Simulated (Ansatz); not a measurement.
# Si: from a guess to a relaxed structure, part 2 of 2

The task: take a trial cell of Si to zero force and stress.

Ansatz 0.2.0; DFT PBE, scalar-relativistic, plane waves, PAW.

## 4. Another rough relaxation

The end of the coarse run is made exact in the group found at a tolerance of 0.06 Å and reduced to its primitive cell.

Input file input.yaml:

```yaml
crystal:
  lattice:
    - [5.9051370128, 0.0, 0.0]
    - [0.0, 5.9051370128, 0.0]
    - [0.0, 0.0, 2.8824838617]
  atoms:
    - { symbol: Si, position: [0.1402652293, 0.3597347707, 0.25] }
    - { symbol: Si, position: [0.8597347707, 0.6402652293, 0.25] }
    - { symbol: Si, position: [0.3597347707, 0.8597347707, 0.75] }
    - { symbol: Si, position: [0.6402652293, 0.1402652293, 0.75] }
    - { symbol: Si, position: [0.5, 0.5, 0.0] }
    - { symbol: Si, position: [0.0, 0.0, 0.5] }
basis:
  ecutwfc: 420
kpoints:
  mp_grid: { grid: [4, 4, 6] }
hamiltonian:
  xc: pbe
scf:
  occupations: { method: gaussian, width: 0.1 }
  lower_state_search: "off"
output:
  forces: true
  stress: true
  eigenvalues: true
relax:
  adjacent_minimum: "off"
  f_tol: 0.04
  max_steps: 70
  cell: { stress_tol: 0.4 }
```

Started as:

```bash
$ ansatz run input.yaml --threads 1 --pin off --max-ram 2560MiB --backend cpu --events-out ev --progress --plain --runs-dir out
```

What it wrote, cut to the lines that bear on the results:

```text
[...]
relax step   7: F+E_penalty+E_count = -3812.79845718 eV  Δ(F+E_penalty+E_count) = -8.364e-4 eV  max|allowed force component| = 1.218e-3 eV/Å  Δτ_max = 0.0000 Å  P = -0.026 GPa  Ω = 98.410 Å³  stress off target by 1.01e-1 GPa  SCF on the basis re-selected at this cell (its energy is not [...]
SCF converged after 3 iterations
Free energy (F): -3812.798457 eV
[...]
E sigma→0 (E₀):  -3812.791447 eV
Entropy (-TS):   -0.014021 eV (-2.337 meV/atom)
Fermi energy:    8.736818 eV
[...]
--- Forces (eV/Å), atoms counted from 1 ---
  atom   1  Si    -0.00121814     0.00121814     0.00000000
  atom   2  Si     0.00121814    -0.00121814    -0.00000000
  atom   3  Si     0.00121814     0.00121814    -0.00000000
  atom   4  Si    -0.00121814    -0.00121814     0.00000000
  atom   5  Si    -0.00000000    -0.00000000     0.00000000
[...]
--- Relaxed structure (6 steps of the walk, 4 accepted, 1 SCFs on fresh bases) ---
  F+E_penalty+E_count = -3812.79845718 eV   max|allowed force component| = 1.218e-3 eV/Å   (the final SCF, on the basis selected at the relaxed cell)
  cell:  # Å, volume = 98.4100 Å³
    - [6.149317725599612, -1.4676171139067949e-33, 2.1525051003966325e-32]
    - [-2.446028523177991e-33, 6.149317725599612, 0.0]
    - [1.0507057161707168e-32, 0.0, 2.6024679024186916]
  atoms:
    - { symbol: Si, position: [0.13597677653425747, 0.36402322346574256, 0.25000000000000006] }
    - { symbol: Si, position: [0.8640232234657427, 0.6359767765342574, 0.25000000000000006] }
    - { symbol: Si, position: [0.36402322346574256, 0.8640232234657427, 0.7500000000000002] }
    - { symbol: Si, position: [0.6359767765342574, 0.13597677653425747, 0.7500000000000002] }
    - { symbol: Si, position: [0.5, 0.5, -6.124703093094735e-35] }
    - { symbol: Si, position: [-3.1824558203611477e-19, -7.344128816218053e-20, 0.5000000000000001] }
```

Run time: 27 s. Hardware: 1 thread of Arm Neoverse V2, shared host; peak memory 0.31 GiB.

## 5. Relaxation on the finer mesh

The end of the coarse run is made exact in the group found at a tolerance of 0.06 Å and reduced to its primitive cell.

Input file input.yaml:

```yaml
crystal:
  lattice:
    - [6.1493177256, 0.0, 0.0]
    - [0.0, 6.1493177256, 0.0]
    - [0.0, 0.0, 2.6024679024]
  atoms:
    - { symbol: Si, position: [0.1359767765, 0.3640232235, 0.25] }
    - { symbol: Si, position: [0.8640232235, 0.6359767765, 0.25] }
    - { symbol: Si, position: [0.3640232235, 0.8640232235, 0.75] }
    - { symbol: Si, position: [0.6359767765, 0.1359767765, 0.75] }
    - { symbol: Si, position: [0.5, 0.5, 0.0] }
    - { symbol: Si, position: [0.0, 0.0, 0.5] }
basis:
  ecutwfc: 420
kpoints:
  mp_grid: { grid: [6, 6, 14] }
hamiltonian:
  xc: pbe
scf:
  occupations: { method: gaussian, width: 0.1 }
output:
  forces: true
  stress: true
  eigenvalues: true
relax:
  adjacent_minimum: "off"
  f_tol: 0.01
  max_steps: 80
  cell: { stress_tol: 0.05 }
```

Started as:

```bash
$ ansatz run input.yaml --threads 1 --pin off --max-ram 2560MiB --backend cpu --events-out ev --progress --plain --runs-dir out
```

What it wrote:

```text
Warning: RAYON_NUM_THREADS=1 ignored (pool sized by the plan → 1); use --threads N
[... 8 set-up lines as earlier in the session ...]
Crystal: 6 atoms, lattice volume = 98.410 Å³
Basis set: ecut = 420 eV, 1941 PW (Γ), exchange–correlation on 90×90×36 points (8 copies of the dense FFT grid, shifted against one another)
Bands: 18, of which v1, the nominal top of the filled ones, is band 12 counted from 1 (11 counted from 0)
[... 1 set-up line as earlier in the session ...]
Space group: P-4n2 (ITA 118), of the structure as read, at distance tolerance 4.6e-5 Å
k-points: 80 of 504 (time reversal used)
[... 6 set-up lines as earlier in the session ...]
SCF iter   1: F=—  HF=-3812.654750 eV  |F-HF|=—  |Δ(HF+E_count)|=         —  Δρ=3.22e-3  dr2=1.36e-2  ethr=1.77e-3  ⟨swp⟩=6.2  Hψ=8754  notcnv=0
preconditioner: auto → Kerker (q_TF=auto, 2.157 Å⁻¹)  [metal: Δε(μ)=0.019 eV  Ē_g=7.906 eV  σ=0.100 eV  W_gap=0.10  n_scr=12 (ndim 8)  ℏωp=18.3 eV  f_vac=0.000  D(μ)=2.59/eV (n_scr^D=12)]
SCF iter   2: F=—  HF=-3812.653291 eV  |F-HF|=—  |Δ(HF+E_count)|=   1.46e-3  Δρ=1.83e-3  dr2=3.96e-3  ethr=5.67e-5  ⟨swp⟩=1.0  Hψ=2080  notcnv=0
SCF iter   3: F=—  HF=-3812.652483 eV  |F-HF|=—  |Δ(HF+E_count)|=   8.07e-4  Δρ=1.76e-4  dr2=2.63e-5  ethr=1.65e-5  ⟨swp⟩=2.7  Hψ=2311  notcnv=0
SCF iter   4: F=—  HF=-3812.652501 eV  |F-HF|=—  |Δ(HF+E_count)|=   1.73e-5  Δρ=3.54e-5  dr2=1.14e-6  ethr=1.10e-7  ⟨swp⟩=2.2  Hψ=2318  notcnv=0
iter 5 did not close the SCF: its close was put off for the readings that it lacked (scf_convergence_deferred on its scf_iter line)
SCF iter   5: F=-3812.652501 eV  HF=-3812.652501 eV  |F-HF|=3.16e-9  |Δ(HF+E_count)|=   1.65e-7  Δρ=3.79e-6  dr2=1.38e-8  ethr=4.74e-9  ⟨swp⟩=2.4  Hψ=2234  notcnv=0
SCF iter   6: F=-3812.652501 eV  HF=-3812.652501 eV  |F-HF|=9.14e-11  |Δ(HF+E_count)|=   5.87e-9  Δρ=6.48e-7  dr2=6.77e-10  ethr=5.74e-11  ⟨swp⟩=3.9  Hψ=5586  notcnv=0
SCF 1 converged in 6 iterations: F = -3812.652501 eV  dr2 = 6.77e-10
relax step   1: F+E_penalty+E_count = -3812.65250073 eV  Δ(F+E_penalty+E_count) = +0.000e0 eV  max|allowed force component| = 1.353e-1 eV/Å  Δτ_max = 0.0000 Å  P = -0.159 GPa  Ω = 98.410 Å³  (6 SCF iters, dr2 threshold 1.00e-7 eV, accepted)
Crystal: 6 atoms, lattice volume = 98.162 Å³
Basis set: ecut = 420 eV, 1917 PW (Γ), exchange–correlation on 90×90×36 points (8 copies of the dense FFT grid, shifted against one another)
[... 2 set-up lines as earlier in the session ...]
iter 1 solved again at ethr=4.53e-6 eV; its pass at ethr=3.10e-3 eV (dr2=1.09e-3 eV) is discarded
SCF iter   1: F=—  HF=-3812.662371 eV  |F-HF|=—  |Δ(HF+E_count)|=         —  Δρ=9.47e-4  dr2=1.29e-3  ethr=4.53e-6  ⟨swp⟩=2.9  Hψ=9328  notcnv=0
preconditioner: auto → Kerker (q_TF=auto, 2.157 Å⁻¹)  [metal: Δε(μ)=0.062 eV  Ē_g=7.915 eV  σ=0.100 eV  W_gap=0.32  n_scr=12 (ndim 8)  ℏωp=18.4 eV  f_vac=0.000  D(μ)=2.43/eV (n_scr^D=12)]
SCF iter   2: F=—  HF=-3812.662109 eV  |F-HF|=—  |Δ(HF+E_count)|=   2.62e-4  Δρ=5.31e-4  dr2=3.70e-4  ethr=4.53e-6  ⟨swp⟩=1.2  Hψ=1548  notcnv=0
SCF iter   3: F=—  HF=-3812.662017 eV  |F-HF|=—  |Δ(HF+E_count)|=   9.15e-5  Δρ=5.06e-5  dr2=2.79e-6  ethr=1.54e-6  ⟨swp⟩=2.5  Hψ=2321  notcnv=0
SCF iter   4: F=-3812.662017 eV  HF=-3812.662017 eV  |F-HF|=1.79e-8  |Δ(HF+E_count)|=   2.45e-7  Δρ=1.25e-5  dr2=1.26e-7  ethr=2.50e-9  ⟨swp⟩=6.2  Hψ=7263  notcnv=0
SCF 2 converged in 4 iterations: F = -3812.662017 eV  dr2 = 1.26e-7
relax step   2: F+E_penalty+E_count = -3812.66201697 eV  Δ(F+E_penalty+E_count) = -9.516e-3 eV  max|allowed force component| = 5.007e-2 eV/Å  Δτ_max = 0.0096 Å  P = -0.062 GPa  Ω = 98.162 Å³  energy of the carried Pulay correction = +3.257e-5 eV  (4 SCF iters, dr2 threshold 6.00e-7 eV, accepted)
Crystal: 6 atoms, lattice volume = 97.934 Å³
Basis set: ecut = 420 eV, 1933 PW (Γ), exchange–correlation on 90×90×36 points (8 copies of the dense FFT grid, shifted against one another)
iter 1 solved again at ethr=2.11e-5 eV; its pass at ethr=3.10e-3 eV (dr2=5.07e-3 eV) is discarded
SCF iter   1: F=—  HF=-3812.670121 eV  |F-HF|=—  |Δ(HF+E_count)|=         —  Δρ=2.15e-3  dr2=5.19e-3  ethr=2.11e-5  ⟨swp⟩=1.1  Hψ=9607  notcnv=0
preconditioner: auto → Kerker (q_TF=auto, 2.158 Å⁻¹)  [metal: Δε(μ)=0.011 eV  Ē_g=7.923 eV  σ=0.100 eV  W_gap=0.06  n_scr=12 (ndim 8)  ℏωp=18.4 eV  f_vac=0.000  D(μ)=2.46/eV (n_scr^D=12)]
SCF iter   2: F=—  HF=-3812.668985 eV  |F-HF|=—  |Δ(HF+E_count)|=   1.14e-3  Δρ=1.25e-3  dr2=1.73e-3  ethr=2.11e-5  ⟨swp⟩=1.0  Hψ=1440  notcnv=0
SCF iter   3: F=—  HF=-3812.668430 eV  |F-HF|=—  |Δ(HF+E_count)|=   5.55e-4  Δρ=7.42e-5  dr2=3.84e-6  ethr=7.22e-6  ⟨swp⟩=2.2  Hψ=2433  notcnv=0
SCF iter   4: F=—  HF=-3812.668440 eV  |F-HF|=—  |Δ(HF+E_count)|=   9.62e-6  Δρ=1.70e-5  dr2=2.55e-7  ethr=2.50e-9  ⟨swp⟩=6.4  Hψ=7430  notcnv=0
SCF iter   5: F=-3812.668440 eV  HF=-3812.668440 eV  |F-HF|=5.01e-10  |Δ(HF+E_count)|=   6.92e-8  Δρ=2.49e-6  dr2=7.28e-9  ethr=1.06e-9  ⟨swp⟩=2.0  Hψ=5039  notcnv=0
SCF 3 converged in 5 iterations: F = -3812.668440 eV  dr2 = 7.28e-9
relax step   3: F+E_penalty+E_count = -3812.66843974 eV  Δ(F+E_penalty+E_count) = -6.423e-3 eV  max|allowed force component| = 3.030e-2 eV/Å  Δτ_max = 0.0123 Å  P = +0.045 GPa  Ω = 97.934 Å³  energy of the carried Pulay correction = +6.266e-5 eV  (5 SCF iters, dr2 threshold 6.00e-7 eV, accepted)
Crystal: 6 atoms, lattice volume = 98.044 Å³
iter 1 solved again at ethr=4.08e-7 eV; its pass at ethr=3.10e-3 eV (dr2=9.80e-5 eV) is discarded
SCF iter   1: F=—  HF=-3812.668729 eV  |F-HF|=—  |Δ(HF+E_count)|=         —  Δρ=2.39e-4  dr2=1.09e-4  ethr=4.08e-7  ⟨swp⟩=2.7  Hψ=8968  notcnv=0
preconditioner: auto → Kerker (q_TF=auto, 2.158 Å⁻¹)  [metal: Δε(μ)=0.005 eV  Ē_g=7.918 eV  σ=0.100 eV  W_gap=0.03  n_scr=12 (ndim 8)  ℏωp=18.4 eV  f_vac=0.000  D(μ)=2.48/eV (n_scr^D=12)]
SCF iter   2: F=—  HF=-3812.668709 eV  |F-HF|=—  |Δ(HF+E_count)|=   1.99e-5  Δρ=1.31e-4  dr2=2.98e-5  ethr=4.08e-7  ⟨swp⟩=1.4  Hψ=1726  notcnv=0
SCF iter   3: F=—  HF=-3812.668704 eV  |F-HF|=—  |Δ(HF+E_count)|=   4.50e-6  Δρ=1.47e-5  dr2=2.13e-7  ethr=1.24e-7  ⟨swp⟩=2.4  Hψ=2119  notcnv=0
SCF iter   4: F=-3812.668704 eV  HF=-3812.668704 eV  |F-HF|=4.16e-10  |Δ(HF+E_count)|=   2.33e-8  Δρ=3.10e-6  dr2=1.00e-8  ethr=2.39e-10  ⟨swp⟩=5.6  Hψ=6786  notcnv=0
SCF 4 converged in 4 iterations: F = -3812.668704 eV  dr2 = 1.00e-8
relax step   4: F+E_penalty+E_count = -3812.66870418 eV  Δ(F+E_penalty+E_count) = -2.644e-4 eV  max|allowed force component| = 5.645e-3 eV/Å  Δτ_max = 0.0028 Å  P = -0.041 GPa  Ω = 98.044 Å³  energy of the carried Pulay correction = +4.819e-5 eV  (4 SCF iters, dr2 threshold 5.74e-8 eV, accepted)
Initial wavefunctions: pseudopotential atomic-orbital guess (no wavefunctions were taken with the density)
iter 1 solved again at ethr=5.90e-8 eV; its pass at ethr=3.10e-3 eV (dr2=1.42e-5 eV) is discarded
SCF iter   1: F=—  HF=-3812.668723 eV  |F-HF|=—  |Δ(HF+E_count)|=         —  Δρ=1.42e-5  dr2=2.42e-8  ethr=5.90e-8  ⟨swp⟩=3.1  Hψ=12833  notcnv=0
preconditioner: auto → Kerker (q_TF=auto, 2.158 Å⁻¹)  [metal: Δε(μ)=0.003 eV  Ē_g=7.918 eV  σ=0.100 eV  W_gap=0.02  n_scr=12 (ndim 8)  ℏωp=18.4 eV  f_vac=0.000  D(μ)=2.48/eV (n_scr^D=12)]
SCF iter   2: F=—  HF=-3812.668728 eV  |F-HF|=—  |Δ(HF+E_count)|=   5.29e-6  Δρ=7.67e-6  dr2=9.03e-9  ethr=1.01e-10  ⟨swp⟩=2.1  Hψ=2479  notcnv=0
SCF iter   3: F=—  HF=-3812.668728 eV  |F-HF|=—  |Δ(HF+E_count)|=   6.93e-8  Δρ=8.49e-7  dr2=7.11e-10  ethr=3.76e-11  ⟨swp⟩=2.0  Hψ=2410  notcnv=0
SCF iter   4: F=—  HF=-3812.668728 eV  |F-HF|=—  |Δ(HF+E_count)|=  9.78e-11  Δρ=4.73e-7  dr2=1.55e-10  ethr=2.96e-12  ⟨swp⟩=1.8  Hψ=2042  notcnv=0
SCF iter   5: F=-3812.668728 eV  HF=-3812.668728 eV  |F-HF|=1.82e-12  |Δ(HF+E_count)|=  1.18e-10  Δρ=5.10e-8  dr2=1.69e-12  ethr=1.00e-12  ⟨swp⟩=4.8  Hψ=5631  notcnv=0
SCF 5 converged in 5 iterations: F = -3812.668728 eV  dr2 = 1.69e-12
relax step   5: F+E_penalty+E_count = -3812.66872842 eV  Δ(F+E_penalty+E_count) = -2.424e-5 eV  max|allowed force component| = 5.637e-3 eV/Å  Δτ_max = 0.0000 Å  P = -0.040 GPa  Ω = 98.044 Å³  stress off target by 4.59e-2 GPa  SCF on the basis re-selected at this cell (its energy is not comparable with the rows above)  (5 SCF iters)
basis re-selected at this cell: Δ(F+E_penalty+E_count) = -2.424e-5 eV, ΔP = +0.001 GPa vs the last step (what re-selecting the basis moved, of the pressure what is left beyond the Pulay correction that the steps carried, after the strain that the cell walked since its last selection, with what the two solves' SCF thresholds leave and, on support functions, any second-order correction that the steps lacked; it is no measure of the basis error at this ecutwfc). This SCF's stress stands 4.59e-2 GPa from its target on what of the cell is left free (relax.cell.stress_tol is 5.00e-2 GPa) and its largest allowed force component is 5.64e-3 eV/Å (relax.f_tol is 1.00e-2 eV/Å): within both
SCF converged after 5 iterations
Free energy (F): -3812.668728 eV
Harris-Foulkes:  -3812.668728 eV  (|F-HF|=1.82e-12)
Internal energy: -3812.656340 eV  (E = F + TS)
E sigma→0 (E₀):  -3812.662534 eV
Entropy (-TS):   -0.012388 eV (-2.065 meV/atom)
Fermi energy:    8.719258 eV
--- Per-component energies (eV) ---
  E_band       = 82.497881
  E_kinetic    = 243.326630
  E_local      = -47.457557  (includes V_loc(G=0)·N_el)
  E_nonlocal   = 153.332264
  E_hartree    = 14.775806
  E_xc         = -333.253476
  E_vxc        = -283.346474  (∫ρ·V_xc dr)
  E_paw        = -3074.544002  (= ΣΔE_a)
  E_vpaw       = -12.908640  (= ΣTr[D̂ρ^β])
  E_aug_tail   = 0.000040  (compensation charges beyond the density's cutoff)
  E_ewald      = -768.836046
  E_smearing   = -0.012388  (= −TS)
  E_closure    = 0.000000  (closes the sum)
  Σ components = -3812.668728   (vs F -3812.668728, Δ=0.00e0)
--- Forces (eV/Å), atoms counted from 1 ---
  atom   1  Si    -0.00563720     0.00563720    -0.00000000
  atom   2  Si     0.00563720    -0.00563720    -0.00000000
  atom   3  Si     0.00563720     0.00563720    -0.00000000
  atom   4  Si    -0.00563720    -0.00563720     0.00000000
  atom   5  Si     0.00000000     0.00000000    -0.00000000
  atom   6  Si     0.00000000    -0.00000000    -0.00000000
  max |Σ_I F_I| component: 4.23e-16 eV/Å
--- Stress (GPa, compression-positive) ---
       -0.045935      -0.000000      -0.000000
       -0.000000      -0.045935       0.000000
       -0.000000       0.000000      -0.028558
  P = ⅓ Tr σ = -0.0401 GPa (-0.401 kbar)
--- Band table (eV; the first three rows and the last of 80) ---
  k-point 0: bands = ["-4.5300", "-1.5890", "-0.9440", "-0.3832", "-0.3832", "2.2162", "3.4064", "3.4064", "4.7260", "9.6365", "9.9610", "11.1234", "11.1234", "13.5843", "13.9647", "14.0098", "14.0098", "14.3029"]
  k-point 1: bands = ["-4.4254", "-1.4863", "-0.8427", "-0.2807", "-0.2807", "2.3153", "3.5021", "3.5021", "4.8231", "9.6898", "10.0298", "11.1939", "11.1939", "12.3772", "14.0153", "14.0153", "14.0324", "14.2070"]
  k-point 2: bands = ["-4.1124", "-1.1792", "-0.5399", "0.0259", "0.0259", "2.6110", "3.7873", "3.7873", "5.1126", "9.7726", "10.1325", "10.2209", "11.3556", "11.3556", "13.0762", "13.6995", "13.6995", "13.8066"]
  k-point 79: bands = ["1.4234", "1.7232", "1.8845", "1.8845", "2.5064", "2.8885", "3.4121", "3.4121", "7.9135", "8.1369", "8.1369", "8.2816", "8.2816", "8.6337", "9.0492", "10.1343", "10.8685", "10.8685"]
--- Relaxed structure (4 steps of the walk, 4 accepted, 1 SCFs on fresh bases) ---
  F+E_penalty+E_count = -3812.66872842 eV   max|allowed force component| = 5.637e-3 eV/Å   (the final SCF, on the basis selected at the relaxed cell)
  cell:  # Å, volume = 98.0438 Å³
    - [6.0879741236212634, -1.2825993249470921e-34, 2.667806595889952e-32]
    - [-1.2825993249470921e-34, 6.0879741236212634, 0.0]
    - [1.1290490011129126e-32, 0.0, 2.6452970039914026]
  atoms:
    - { symbol: Si, position: [0.13817612672268909, 0.36182387327731086, 0.25] }
    - { symbol: Si, position: [0.8618238732773107, 0.638176126722689, 0.25] }
    - { symbol: Si, position: [0.36182387327731086, 0.8618238732773107, 0.75] }
    - { symbol: Si, position: [0.638176126722689, 0.13817612672268909, 0.75] }
    - { symbol: Si, position: [0.49999999999999994, 0.49999999999999994, 9.250498068636774e-35] }
    - { symbol: Si, position: [-1.1754173073780381e-20, -2.3508346147560777e-20, 0.5] }
```

Run time: 73 s. Hardware: 1 thread of Arm Neoverse V2, shared host; peak memory 0.39 GiB.

Relaxation path:

| step | energy from step 1 (eV/cell) | largest force component (eV/Å) | pressure (GPa) | volume (Å³) |
| --- | --- | --- | --- | --- |
| 1 | 0.0000 | 0.1353 | -0.16 | 98.41 |
| 2 | -0.0095 | 0.0501 | -0.06 | 98.16 |
| 3 | -0.0159 | 0.0303 | 0.05 | 97.93 |
| 4 | -0.0162 | 0.0056 | -0.04 | 98.04 |
| 5 | -0.0162 | 0.0056 | -0.04 | 98.04 |

Step 1 is the start. Step 5 repeats the geometry before it on a plane-wave basis chosen anew for that cell, so its energy need not be comparable with the rows above.

|  | before | after | change |
| --- | --- | --- | --- |
| a (Å) | 6.149 | 6.088 | -1.0 % |
| b (Å) | 6.149 | 6.088 | -1.0 % |
| c (Å) | 2.602 | 2.645 | +1.6 % |
| volume (Å³/atom) | 16.40 | 16.34 | -0.4 % |
| shortest distance (Å) | 2.365 | 2.379 | +0.6 % |
| space group (0.01 Å) | P-4n2 | P-4n2 | same |

Forces and stress were held to the start's 8 operations: a distortion of lower symmetry was not tested.

## 6. Outcome

This closing draws on all 2 parts. Changes of volume or cell count from the first structure of part 1.

```
                              quantity                                                                      value
symmetry at the end (tolerance 0.05 Å)                                                space group P-4n2 (No. 118)
                     conventional cell  a = 6.088 Å, b = 6.088 Å, c = 2.645 Å, α = 90.00°, β = 90.00°, γ = 90.00°
                                volume                                                              16.34 Å³/atom
        energy over the standard state                                                              +0.37 eV/atom
                       gap on the mesh                                                               none (metal)
```

What this shows: The space group P-4n2 (No. 118) is kept, and the volume per atom shrinks by 7.4 % from the first guess. It lies above the element's standard state, so it is metastable at best. No finished test with a distortion of lower symmetry is shown, so the end may be a saddle point.
